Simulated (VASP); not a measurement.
A run of VASP 6.6.1 is set up as follows.

INCAR

```
SYSTEM = TiN
  PREC = Accurate
  ENCUT = 520
  EDIFF = 1E-7
  ISMEAR = 1
  SIGMA = 0.1
  LREAL = .False.
  LASPH = .True.
  NELM = 80
  ALGO = Normal
  ISIF = 2
  LWAVE = .False.
  LCHARG = .False.
  LMAXMIX = 4
  GGA = PS
  NBANDS = 16
  ICORELEVEL = 1
```

KPOINTS

```
Automatic mesh
0
Gamma
  16 16 16
  0 0 0
```

Contents of POSCAR:

```
TiN                                     
1.0
    0.0000000000      2.1029354751      2.1029354751
    2.1029354751      0.0000000000      2.1029354751
    2.1029354751      2.1029354751      0.0000000000
  Ti              N             
     1     1
Direct
     0.0000000000000000    0.0000000000000000    0.0000000000000000
     0.5000000000000000    0.5000000000000000    0.5000000000000000
```

The input KPOINTS_OPT:

```
explicit points
209
Reciprocal
 0.0000000000  0.0000000000  0.0000000000 1
 0.0263157895  0.0000000000  0.0263157895 1
 0.0526315789  0.0000000000  0.0526315789 1
 0.0789473684  0.0000000000  0.0789473684 1
 0.1052631579  0.0000000000  0.1052631579 1
 0.1315789474  0.0000000000  0.1315789474 1
[... 201 lines left out ...]
 0.4250000000  0.0000000000  0.4250000000 1
 0.4500000000  0.0000000000  0.4500000000 1
```

Potentials or basis: VASP PAW PBE potentials, release 64 (Ti_sv, N).

Launch:

```sh
$ cat potpaw_PBE.64/Ti_sv/POTCAR potpaw_PBE.64/N/POTCAR > POTCAR
$ mpirun -np 1 vasp_std > vasp.out
```

What does it give for the pressure?

0.1 GPa.

Predict the band gap along the path.

none (metal or under the smearing width).

Core levels (eV, on the scale of the bands):
| atom | levels |
| --- | --- |
| 1 Ti | 1s -4852.0, 2s -520.7, 2p -428.0 |
| 2 N | 1s -366.1 |

Caveat: the PAW data sets were made with another functional, which shifts forces and pressure a little.
